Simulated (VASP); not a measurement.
# Ti (Im-3m) in VASP: elastic constants with r2SCAN

Aim: the elastic constants of Ti with r2SCAN.

All numbers are computed with VASP 6.6.1; they aren't measurements. Logs are shortened: lines on timing, memory, paths and dates and some standing lists are left out, and cuts for length are marked.

## Step 1: The crystal as given

It takes space group Im-3m (No. 229, cubic). The conventional cell has a = 3.307 Å, b = 3.307 Å, c = 3.307 Å, α = 90.00°, β = 90.00°, γ = 90.00°. Ti (site symmetry m-3m) is surrounded by 8 Ti at 2.86 Å.

This isn't the form of Ti at room conditions, which is hcp.

## Step 2: Elastic constants, r2SCAN

Contents of POSCAR:

```
Ti
1.0
   -1.6532500000      1.6532500000      1.6532500000
    1.6532500000     -1.6532500000      1.6532500000
    1.6532500000      1.6532500000     -1.6532500000
Ti
1
Direct
    0.0000000000      0.0000000000      0.0000000000
```

Contents of INCAR.step1:

```
  PREC = Accurate
  ENCUT = 700
  EDIFF = 1E-8
  ISMEAR = 0
  SIGMA = 0.1
  LREAL = F
  LASPH = T
  NELM = 100
  ALGO = Normal
  ISIF = 3
  LWAVE = F
  LCHARG = F
  METAGGA = R2SCAN
  LMIXTAU = T
  IBRION = 2
  NSW = 40
  EDIFFG = -0.002
```

Contents of INCAR.step2:

```
  PREC = Accurate
  ENCUT = 700
  EDIFF = 1E-8
  ISMEAR = 0
  SIGMA = 0.1
  LREAL = F
  LASPH = T
  NELM = 100
  ALGO = Normal
  ISIF = 3
  LWAVE = F
  LCHARG = F
  METAGGA = R2SCAN
  LMIXTAU = T
  IBRION = 6
  NFREE = 2
  POTIM = 0.015
  NSW = 1
```

Contents of KPOINTS:

```
Automatic mesh
0
Gamma
  22 22 22
```

Potentials or basis: VASP PAW PBE potentials, release 64 (Ti_sv).

Started as:

```bash
$ cat potpaw_PBE.64/Ti_sv/POTCAR > POTCAR
$ cp INCAR.step1 INCAR
$ mpirun -np 1 vasp_std > vasp.out
$ cp CONTCAR POSCAR
$ cp INCAR.step2 INCAR
$ mpirun -np 1 vasp_std > vasp.out
```

OUTCAR:

```text
PREC = Accurate
   ENCUT = 700
   EDIFF = 1E-8
   ISMEAR = 0
   LREAL = F
   LASPH = T
   NELM = 100
   ISIF = 3
   METAGGA = R2SCAN
   IBRION = 6
   NFREE = 2
   POTIM = 0.015
   NSW = 1

 ion  position               nearest neighbor table
   1  0.000  0.000  0.000-

  LATTYP: Found a body centered cubic cell.
 ALAT       =     3.2564269851

  Lattice vectors:

 A1 = (  -1.6282134926,   1.6282134926,   1.6282134926)
 A2 = (   1.6282134926,  -1.6282134926,   1.6282134926)
 A3 = (   1.6282134926,   1.6282134926,  -1.6282134926)

Analysis of symmetry for initial positions (statically):
=====================================================================
 Subroutine PRICEL returns:
 Original cell was already a primitive cell.

 Routine SETGRP: Setting up the symmetry group for a
 body centered cubic supercell.

 Subroutine GETGRP returns: Found 48 space group operations
 (whereof 48 operations were pure point group operations)
 out of a pool of 48 trial point group operations.

The static configuration has the point symmetry O_h .

Analysis of symmetry for dynamics (positions and initial velocities):
=====================================================================
 Subroutine PRICEL returns:
 Original cell was already a primitive cell.

 Routine SETGRP: Setting up the symmetry group for a
 body centered cubic supercell.

 Subroutine GETGRP returns: Found 48 space group operations
 (whereof 48 operations were pure point group operations)
 out of a pool of 48 trial point group operations.

The dynamic configuration has the point symmetry O_h .

 Subroutine INISYM returns: Found 48 space group operations
 (whereof 48 operations are pure point group operations),
 and found     1 'primitive' translations

----------------------------------------------------------------------------------------

                                     Primitive cell

  volume of cell :      17.2661

  direct lattice vectors                    reciprocal lattice vectors
[... 331 lines left out ...]
  band No.  band energies     occupation
      1     -50.7149      2.00000
      2     -25.5123      2.00000
      3     -25.5123      2.00000
      4     -25.5122      2.00000
      5       1.8326      2.00000
      6       9.3316      0.00000
      7       9.3317      0.00000
      8       9.3317      0.00000
      9      11.1238      0.00000
     10      11.1238      0.00000
[... 287 lines left out ...]
 k-point    24 :       0.1364    0.0909    0.0000
  band No.  band energies     occupation
      1     -50.6676      2.00000
      2     -25.7567      2.00000
      3     -25.5747      2.00000
      4     -25.5311      2.00000
      5       3.1468      2.00000
      6       8.8198      0.00000
      7       8.8782      0.00000
      8      10.3288      0.00000
      9      10.6870      0.00000
     10      11.2514      0.00000

 [... further k-points ...]
[... 5 lines left out ...]
  --------------------------------------------------------------------------------------
  -------------------------------------------------------------------------------------
  Total       -0.0012507     -0.0012507     -0.0012507     -0.0000000      0.0000000     -0.0000000
  in kB       -0.1160569     -0.1160569     -0.1160569     -0.0000000      0.0000000     -0.0000000
  external PRESSURE =      -0.1160569 kB  Pullay stress =       0.0000000 kB
[... 16 lines left out ...]
  FREE ENERGIE OF THE ION-ELECTRON SYSTEM (eV)
  ---------------------------------------------------
  free  energy   TOTEN  =       -12.8192681761 eV

  energy  without entropy=      -12.8080856391  energy(sigma->0) =      -12.81367691

 INTERNAL STRAIN TENSORS FROM STRAINED CELLS
 ============================================

 INTERNAL STRAIN TENSOR FOR ION    1 for displacements in x,y,z  (eV/Angst):
          X           Y           Z          XY          YZ          ZX
  --------------------------------------------------------------------------------
  x    -0.00000     0.00000     0.00000    -0.00000     0.00000    -0.00000
  y     0.00000     0.00000     0.00000     0.00000     0.00000     0.00000
  z    -0.00000    -0.00000    -0.00000     0.00000     0.00000     0.00000

 INTERNAL STRAIN TENSORS FROM DISPLACED ATOMS
 ============================================

 INTERNAL STRAIN TENSOR FOR ION    1 for displacements in x,y,z  (eV/Angst):
          X           Y           Z          XY          YZ          ZX
  --------------------------------------------------------------------------------
  x     0.00000     0.00000     0.00000     0.00000     0.00000     0.00000
  y     0.00000     0.00000     0.00000     0.00000     0.00000     0.00000
  z     0.00000     0.00000     0.00000     0.00000     0.00000     0.00000

 Eigenvectors and eigenvalues of the dynamical matrix
 ----------------------------------------------------

   1 f  =    0.000000 THz     0.000000 2PiTHz    0.000000 cm-1     0.000000 meV
             X         Y         Z           dx          dy          dz
      0.000000  0.000000  0.000000     0.762757   -0.646685    0.000000

   2 f  =    0.000000 THz     0.000000 2PiTHz    0.000000 cm-1     0.000000 meV
             X         Y         Z           dx          dy          dz
      0.000000  0.000000  0.000000    -0.646685   -0.762757    0.000000

   3 f  =    0.000000 THz     0.000000 2PiTHz    0.000000 cm-1     0.000000 meV
             X         Y         Z           dx          dy          dz
      0.000000  0.000000  0.000000     0.000000    0.000000    1.000000

--------------------------------------------------------------------------------------------------------

 ELASTIC MODULI CONTR FROM IONIC RELAXATION (kBar)
 Direction    XX          YY          ZZ          XY          YZ          ZX
 --------------------------------------------------------------------------------
 XX           0.0000      0.0000      0.0000      0.0000      0.0000      0.0000
 YY           0.0000      0.0000      0.0000      0.0000      0.0000      0.0000
 ZZ           0.0000      0.0000      0.0000      0.0000      0.0000      0.0000
 XY           0.0000      0.0000      0.0000      0.0000      0.0000      0.0000
 YZ           0.0000      0.0000      0.0000      0.0000      0.0000      0.0000
 ZX           0.0000      0.0000      0.0000      0.0000      0.0000      0.0000
 --------------------------------------------------------------------------------

 TOTAL ELASTIC MODULI (kBar)
 Direction    XX          YY          ZZ          XY          YZ          ZX
 --------------------------------------------------------------------------------
 XX         821.3749   1248.0211   1248.0211     -0.0000      0.0000      0.0000
 YY        1248.0211    821.3749   1248.0211      0.0000     -0.0000     -0.0000
 ZZ        1248.0211   1248.0211    821.3749      0.0000      0.0000      0.0000
 XY          -0.0000      0.0000      0.0000    421.1090     -0.0000      0.0000
 YZ           0.0000     -0.0000      0.0000     -0.0000    421.1090      0.0000
 ZX           0.0000     -0.0000      0.0000      0.0000      0.0000    421.1090
 --------------------------------------------------------------------------------
```

Wall time 3.7 h (1 thread of Intel Xeon Platinum 8259CL at 2.50GHz (Skylake/Cascade Lake), shared host); peak memory 1.4 GiB.

Results:

```
Relaxed volume                         : 17.27 Å³/atom
Relaxed cell                           : a = 2.820 Å, b = 2.820 Å, c = 2.820 Å, α = 109.47°, β = 109.47°, γ = 109.47°
Space group after relaxing (to 0.05 Å) : Im-3m (No. 229)
Elastic constants C11, C12, C44        : 82, 125, 42 GPa
Voigt bulk modulus                     : 111 GPa
```

The path:
```
step  energy change (eV)  largest force (eV/Å)  pressure (GPa)  volume (Å³)
   1              0.0000                0.0000           -4.70        18.07
   2             -0.0061                0.0000            3.73        16.72
   3             -0.0123                0.0000           -0.02        17.27
   4             -0.0123                0.0000            0.08        17.25
   5             -0.0123                0.0000           -0.05        17.27
   6             -0.0123                0.0000           -0.01        17.27
```

Final structure:
```
Ti
1.0
    -1.62821    1.62821    1.62821
     1.62821   -1.62821    1.62821
     1.62821    1.62821   -1.62821
Ti
1
Direct
  0.00000 0.00000 0.00000
```

Elastic tensor in Voigt notation (GPa, in the Cartesian axes of the cell as first typed):
```
 82 125 125   0   0   0
125  82 125   0   0   0
125 125  82   0   0   0
  0   0   0  42   0   0
  0   0   0   0  42   0
  0   0   0   0   0  42
```

Clamped-ion elastic tensor (GPa):
```
 82 125 125   0   0   0
125  82 125   0   0   0
125 125  82   0   0   0
  0   0   0  42   0   0
  0   0   0   0  42   0
  0   0   0   0   0  42
```

Caveat: the elastic tensor has a negative eigenvalue, so either the cell is unstable as it stands or the mesh is too thin; the PAW data sets were made with another functional, which shifts forces and pressure a little.
